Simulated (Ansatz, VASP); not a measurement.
Two plane-wave programs on Mg

```
Mg
1.0
    -1.91501    1.91501    1.48279
     1.91501   -1.91501    1.48279
     1.91501    1.91501   -1.48279
Mg
1
Direct
  0.00000 0.00000 0.00000
```

Alike in both runs: task single point; functional PBE; k mesh 20 × 20 × 20; occupations gaussian, width 0.15 eV; no spin polarisation.

```csv
,VASP,Ansatz
version,VASP 6.6.1,Ansatz 0.2.0
potentials or method,"VASP PAW PBE potentials, release 64 (Mg)","scalar-relativistic, plane waves, PAW"
plane-wave cutoff (eV),520,520
valence electrons in the cell,2,10
```

|  | VASP | Ansatz | Ansatz less VASP |
| --- | --- | --- | --- |
| gap on the k mesh at the Fermi level (eV) | none | none | - |
| pressure (GPa) | 3.3 | 3.5 | +0.10 |
| largest component of the traceless stress (GPa) | 4.67 | 4.66 | -0.012 |

A gap of «none» marks a metal or a gap that the smearing closes. The two sets of potentials don't hold the same shells in valence.
